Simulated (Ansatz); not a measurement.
# Pressure coefficients of PbSe

```cif
data_structure
_symmetry_space_group_name_H-M 'Fm-3m'
_symmetry_Int_Tables_number 225
_cell_length_a 6.2159
_cell_length_b 6.2159
_cell_length_c 6.2159
_cell_angle_alpha 90.000
_cell_angle_beta 90.000
_cell_angle_gamma 90.000
_cell_volume 240.17
loop_
_atom_site_label
_atom_site_type_symbol
_atom_site_symmetry_multiplicity
_atom_site_Wyckoff_symbol
_atom_site_fract_x
_atom_site_fract_y
_atom_site_fract_z
_atom_site_occupancy
Pb1 Pb 4 a 0.00000 0.00000 0.00000 1
Se1 Se 4 b 0.50000 0.00000 0.00000 1
```

The runs use the primitive cell with vectors (0.000, 3.108, 3.108), (3.108, 0.000, 3.108), (3.108, 3.108, 0.000) Å, to which the k mesh refers.

The structure comes from a relaxation in the same program, started in the rocksalt type, and has space group Fm-3m. Whether it is a known phase or the ground state wasn't checked.

Spin–orbit coupling is left out, though it moves levels of the heavy atoms by tenths of an eV or more.

These are results of Ansatz 0.2.0, DFT, PBE, all-electron LAPW, scalar-relativistic, not measurements.

Settings: a Γ-centred 10×10×10 k mesh, Fermi–Dirac smearing of 0.03 eV, basis error target 0.5 meV/atom, no spin polarisation.

The cell is scaled evenly with fractional coordinates held. Semilocal gaps are too small, but their slopes carry over better.

```json
{"V/V(cell)": "0.9750", "P (GPa)": "1.31", "gap on the k mesh (eV)": "0.352"}
{"V/V(cell)": "1.0000", "P (GPa)": "0.05", "gap on the k mesh (eV)": "0.429"}
{"V/V(cell)": "1.0250", "P (GPa)": "-1.05", "gap on the k mesh (eV)": "0.498"}
{"V/V(cell)": "1.0500", "P (GPa)": "-2.00", "gap on the k mesh (eV)": "0.561"}
```

Problem. From the rows at 0.9750 and 1.0250, what is the bulk modulus at the cell's volume?

Solution. B = −ΔP/Δln V = −[(-1.05) − (1.31)]/0.05001 = 47.2 GPa.

Problem. What are the gap's volume deformation potential and pressure coefficient?

Solution. dEg/dln V = (0.498 − 0.352)/0.05001 = 2.92 eV, and dEg/dP = −(dEg/dln V)/B = -62 meV/GPa: pressure narrows the gap.

Problem. Predict the row at V/V(cell) = 0.9500. How far is a linear estimate of P off?

Solution. P = 2.74 GPa, gap 0.267 eV. The linear estimate P(cell) − B ln(V/V(cell)) = 2.47 GPa misses by 0.27 GPa, since the modulus grows under compression.
